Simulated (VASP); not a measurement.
PbF2 in VASP 6.6.1, single-point calculation

INCAR

```
LREAL = .FALSE.
NSW = 0
LASPH = .TRUE.
LCHARG = .FALSE.
ENCUT = 520
IVDW = 20
EDIFF = 1E-7
PREC = Accurate
IBRION = -1
ISIF = 2
SIGMA = 0.02
LWAVE = .FALSE.
NELM = 56
ISMEAR = -1
GGA = PE
NBANDS = 26
```

KPOINTS

```
KPOINTS created by Atomic Simulation Environment
0
Gamma
8 8 8
0 0 0
```

POSCAR

```
Pb F
 1.0000000000000000
     0.0000000000000000    2.9604388913999999    2.8745861635000001
     2.9604388913999999    0.0000000000000000    2.8745861635000001
     2.9604388913999999    2.9604388913999999    0.0000000000000000
 Pb  F
   1   2
Cartesian
  0.0000000000000000  0.0000000000000000  0.0000000000000000
  1.4802194457000000  1.4802194457000000  1.4372930817500003
  4.4406583371000004  4.4406583371000004  4.3118792452500010
```

The recommended PBE PAW datasets give the neutral cell 28 valence electrons.

Command

```
mpirun -np 1 vasp_std
```

OSZICAR

```
N       E                     dE             d eps       ncg     rms          rms(c)
DAV:   1     0.293161827358E+03    0.29316E+03   -0.14011E+04  3134   0.123E+03
DAV:   2     0.100294905823E+02   -0.28313E+03   -0.25974E+03  3248   0.367E+02
DAV:   3    -0.154737877749E+02   -0.25503E+02   -0.25238E+02  3684   0.116E+02
DAV:   4    -0.161412534490E+02   -0.66747E+00   -0.66688E+00  3604   0.192E+01
DAV:   5    -0.161622412552E+02   -0.20988E-01   -0.20986E-01  4010   0.355E+00    0.795E+00
DAV:   6    -0.142880342460E+02    0.18742E+01   -0.70580E+00  4304   0.188E+01    0.255E+00
DAV:   7    -0.142900369647E+02   -0.20027E-02   -0.39932E-01  3354   0.331E+00    0.154E+00
DAV:   8    -0.142892840308E+02    0.75293E-03   -0.96793E-02  3246   0.287E+00    0.598E-01
DAV:   9    -0.142851165655E+02    0.41675E-02   -0.16078E-02  4220   0.881E-01    0.102E-01
DAV:  10    -0.142862265990E+02   -0.11100E-02   -0.13594E-03  3180   0.242E-01    0.350E-02
DAV:  11    -0.142862181547E+02    0.84443E-05   -0.90744E-05  3520   0.706E-02    0.884E-03
DAV:  12    -0.142862281140E+02   -0.99593E-05   -0.15896E-05  3214   0.214E-02    0.419E-03
DAV:  13    -0.142862280111E+02    0.10287E-06   -0.13025E-06  4232   0.966E-03    0.676E-04
DAV:  14    -0.142862280372E+02   -0.26055E-07   -0.14755E-07  3084   0.328E-03
   1 F= -.14706480E+02 E0= -.14706480E+02  d E =-.667280E-11
```

Standard output (part)

```
POSCAR found type information on POSCAR PbF
 POSCAR found :  2 types and       3 ions
 LDA part: xc-table for (Slater+PW92), standard interpolation
 POSCAR, INCAR and KPOINTS ok, starting setup
 WAVECAR not read
 entering main loop
 augmentation electrons   28.6922695153451
 total        electrons   28.6922695153451
 augmentation electrons   3465.02566031464
 total        electrons   3465.02566031464
 augmentation electrons   8.80108424709480
 soft         electrons   19.8911843791231
 total        electrons   28.6922686262179
 translations:           2           2           2
```

From OUTCAR

```
k-points           NKPTS =     59   k-points in BZ     NKDIM =     59   number of bands    NBANDS=     26

   NELECT =      28.0000    total number of electrons

   dimension x,y,z NGX =    32 NGY =   32 NGZ =   32
   dimension x,y,z NGXF=    64 NGYF=   64 NGZF=   64

  energy-cutoff  :      520.00
  volume of cell :       50.39
      direct lattice vectors                 reciprocal lattice vectors
     0.000000000  2.960438891  2.874586164    -0.168893876  0.168893876  0.173938081
     2.960438891  0.000000000  2.874586164     0.168893876 -0.168893876  0.173938081
     2.960438891  2.960438891  0.000000000     0.168893876  0.168893876 -0.173938081

 k-points in reciprocal lattice and weights: KPOINTS created by Atomic Simulation Env
   0.00000000  0.00000000  0.00000000       0.002
   0.12500000  0.00000000  0.00000000       0.016
   0.25000000  0.00000000  0.00000000       0.016
   0.37500000  0.00000000  0.00000000       0.016
   0.50000000  0.00000000  0.00000000       0.008
   0.12500000  0.12500000  0.00000000       0.004
   0.25000000  0.12500000  0.00000000       0.016
   0.37500000  0.12500000  0.00000000       0.016
   ...

 E-fermi :   2.7838

 k-point     1 :       0.0000    0.0000    0.0000
  band No.  band energies     occupation
      1     -19.0683      2.00000
      2     -18.3855      2.00000
      3     -12.1902      2.00000
      4     -12.1902      2.00000
      5     -12.1693      2.00000
      6     -12.1156      2.00000
      7     -12.1077      2.00000
      8      -2.3666      2.00000
      9      -0.4304      2.00000
     10      -0.3640      2.00000
     11      -0.3640      2.00000
     12       0.0468      2.00000
     13       0.0468      2.00000
     14       0.2591      2.00000
     15       9.0148      0.00000
     16       9.1548      0.00000
     17       9.1548      0.00000
     18      13.0278      0.00000
     19      17.2211      0.00000
     20      17.8265      0.00000
     21      19.7903      0.00000
     22      19.7903      0.00000
     23      19.8735      0.00000
     24      19.8735      0.00000
     25      20.3559      0.00000
     26      20.4824      0.00000

 k-point     2 :       0.1250    0.0000    0.0000
  band No.  band energies     occupation
      1     -19.0349      2.00000
      2     -18.4158      2.00000
      3     -12.1827      2.00000
      4     -12.1726      2.00000
      5     -12.1430      2.00000
      6     -12.1159      2.00000
      7     -12.1073      2.00000
      8      -2.6753      2.00000
      9      -0.5280      2.00000
     10      -0.4270      2.00000
     11      -0.4087      2.00000
     12       0.0307      2.00000
     13       0.1431      2.00000
     14       0.5914      2.00000
     15       8.5470      0.00000
     16       9.2159      0.00000
     17       9.2837      0.00000
     18      13.9648      0.00000
     19      16.8359      0.00000
     20      17.3517      0.00000
     21      19.3321      0.00000
     22      19.8535      0.00000
     23      19.8973      0.00000
     24      20.3297      0.00000
     25      20.5453      0.00000
     26      21.0850      0.00000

 ...

  Total       1.37510     1.37510     1.86342     0.00000     0.00000     0.00000
  in kB      43.72461    43.72461    59.25201     0.00000     0.00000     0.00000
  external pressure =       48.90 kB  Pullay stress =        0.00 kB

 POSITION                                       TOTAL-FORCE (eV/Angst)
 -----------------------------------------------------------------------------------
      0.00000      0.00000      0.00000         0.000000      0.000000      0.000000
      1.48022      1.48022      1.43729         0.000000      0.000000      0.000000
      4.44066      4.44066      4.31188        -0.000000     -0.000000     -0.000000
 -----------------------------------------------------------------------------------
    total drift:                                0.000000     -0.000000      0.000000

  FREE ENERGIE OF THE ION-ELECTRON SYSTEM (eV)
  ---------------------------------------------------
  free  energy   TOTEN  =       -14.7064801924 eV

  energy  without entropy=      -14.7064801924  energy(sigma->0) =      -14.70648019
```

It converged. Results: gap between bands v and c on the k mesh 4.29 eV; least direct gap on the k mesh 4.53 eV; pressure 4.9 GPa. Band v is the last that the valence electrons fill when counted band by band, and c is the next.

For comparison, a separate PBE run of the intended cell, on usual settings and not on those above, gives a gap of 4.29 eV on its mesh and a pressure of 5.2 GPa.

The run above took about 60 s on one core of a shared host (Intel Xeon Platinum 8488C) and held 0.21 GiB at most.
